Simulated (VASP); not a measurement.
The system is HfS2.

```
Hf S
1.0
     3.63966    0.00000    0.00000
    -1.81983    3.15204    0.00000
     0.00000    0.00000    6.05556
Hf S
1 2
Direct
  0.00000 0.00000 0.00000
  0.66667 0.33333 0.76395
  0.33333 0.66667 0.23605
```

The cell is a database's computed one.

* Program: VASP 6.6.1
* Task: relaxation of cell and atoms
* Functional: rev-vdW-DF2
* Potentials or basis: VASP PAW PBE potentials, release 64 (Hf_pv, S)
* Cutoff: 600 eV
* k mesh: 9 × 9 × 5
* Occupations: gaussian, width 0.03 eV
* Spin: no spin polarisation

At the start: pressure -0.3 GPa; volume 23.16 Å³/atom.

How do energy, volume and symmetry change on relaxing?

Over 10 steps the energy falls by 5.9 meV/atom and the volume is 21.98 Å³/atom (-5.1 %); space group P-3m1 (No. 164, to 0.05 Å).

The path:
| step | energy change (eV) | largest force (eV/Å) | pressure (GPa) | volume (Å³) |
| --- | --- | --- | --- | --- |
| 1 | 0.0000 | 0.2067 | -0.30 | 69.47 |
| 2 | -0.0047 | 0.1408 | -0.21 | 69.04 |
| 3 | -0.0067 | 0.0531 | -0.10 | 68.48 |
| 4 | -0.0096 | 0.0500 | -0.06 | 68.07 |
| 5 | -0.0157 | 0.0399 | 0.10 | 66.83 |
| 6 | -0.0124 | 0.0062 | 0.67 | 64.36 |
| 7 | -0.0173 | 0.0473 | 0.31 | 66.03 |
| 8 | -0.0173 | 0.0439 | 0.35 | 65.81 |
| 9 | -0.0107 | 0.2466 | -1.72 | 66.62 |
| 10 | -0.0176 | 0.0027 | 0.02 | 65.94 |

Final structure:
```
CELL_PARAMETERS angstrom
3.61381 0.00000 0.00000
-1.80690 3.12965 0.00000
0.00000 0.00000 5.83011
ATOMIC_POSITIONS crystal
Hf 0.00000 0.00000 0.00000
S 0.66667 0.33333 0.75070
S 0.33333 0.66667 0.24930
```

Caveat: the PAW data sets were made with another functional, which shifts forces and pressure a little.
